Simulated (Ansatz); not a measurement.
H2O2 on a (111) slab of Si (Fd-3m (No. 227)), 4 planes, outer planes Si (top) and Si (bottom), its top face closed with OH, its bottom face closed with H, 1 a cell of 50.9 Å², relaxed and still whole (its atoms last):

```yaml
crystal:
  lattice:
    - [7.66719, 0.00000, 0.00000]
    - [-3.83359, 6.63998, 0.00000]
    - [0.00000, 0.00000, 26.33404]
  atoms:
    - { symbol: Si, position: [0.66667, 0.33333, 0.35847] }
    - { symbol: Si, position: [0.66667, 0.83333, 0.35847] }
    - { symbol: Si, position: [0.16667, 0.33333, 0.35847] }
    - { symbol: Si, position: [0.16667, 0.83333, 0.35847] }
    - { symbol: Si, position: [0.50000, 0.50000, 0.38819] }
    - { symbol: Si, position: [0.50000, 0.00000, 0.38819] }
    - { symbol: Si, position: [0.00000, 0.50000, 0.38819] }
    - { symbol: Si, position: [0.00000, 0.00000, 0.38819] }
    - { symbol: Si, position: [0.00254, 0.49603, 0.47516] }
    - { symbol: Si, position: [0.99917, 0.99437, 0.47818] }
    - { symbol: Si, position: [0.50337, 0.49958, 0.47842] }
    - { symbol: Si, position: [0.50058, 0.00006, 0.47734] }
    - { symbol: Si, position: [0.83955, 0.65854, 0.50766] }
    - { symbol: Si, position: [0.83555, 0.16625, 0.50612] }
    - { symbol: Si, position: [0.33226, 0.66517, 0.50592] }
    - { symbol: Si, position: [0.33313, 0.16477, 0.50757] }
    - { symbol: H, position: [0.66535, 0.33363, 0.30142] }
    - { symbol: H, position: [0.66617, 0.83319, 0.30141] }
    - { symbol: H, position: [0.16887, 0.33093, 0.30142] }
    - { symbol: H, position: [0.16652, 0.83426, 0.30142] }
    - { symbol: O, position: [0.86697, 0.63257, 0.56968] }
    - { symbol: O, position: [0.84813, 0.18350, 0.57047] }
    - { symbol: O, position: [0.31571, 0.65525, 0.57039] }
    - { symbol: O, position: [0.34376, 0.15173, 0.57101] }
    - { symbol: H, position: [0.78780, 0.67015, 0.59336] }
    - { symbol: H, position: [0.82544, 0.29030, 0.58317] }
    - { symbol: H, position: [0.21811, 0.68969, 0.58386] }
    - { symbol: H, position: [0.26694, 0.19749, 0.59059] }
    - { symbol: O, position: [0.71802, 0.90850, 0.65136] }
    - { symbol: O, position: [0.63497, 0.71168, 0.62737] }
    - { symbol: H, position: [0.76944, 0.00037, 0.62174] }
    - { symbol: H, position: [0.51013, 0.69338, 0.61086] }
```

These are results of DFT PBE+D3(BJ), scalar-relativistic, plane waves, PAW in Ansatz 0.2.0, not measurements. Plane waves to 420 eV, a k mesh through Γ of 3×3×1 on the computed 32-atom cell and Gaussian smearing (0.05 eV); no spin polarisation. A dipole correction removes the field between periodic images along c.

It binds with 0.82 eV a molecule against the clean slab and the free molecule (no zero-point or thermal terms); its shortest contact is O–H 1.63 Å. Take first-order desorption with no barrier to adsorption, no reaction on the face and an assumed prefactor of 10^13 s⁻¹.

Q: How long does a molecule stay at 400 K?

A: τ = ν⁻¹·exp(E/k_BT) with k_BT = 0.0345 eV: E/k_BT = 23.8, so τ ≈ 2×10^-3 s. At about one hit a site a second (10⁻⁶ mbar) the coverage is near τ × 1 s⁻¹, so a layer needs roughly 5×10^-4 mbar.

Q: Where does its peak lie in a desorption experiment heated at 5 K/s?

A: The peak obeys E/(k_B·T_p²) = (ν/β)·exp(−E/k_BT_p). Solving gives T_p ≈ 311 K (E/k_BT_p = 30.6). An error of 0.1 eV in E moves it by about 38 K, and larger molecules have larger prefactors, which lowers it.

Q: Is this physisorption or chemisorption?

A: The tightest contact, O–H 1.63 Å, is 1.68 times the sum of covalent radii, and deformation and lateral interaction add up to +0.23 eV; under 0.01 e cross the plane between them. It lies between the two: closer or more distorted than a van der Waals contact, longer than a covalent bond.

The molecule may also break up before it leaves, which wasn't tried.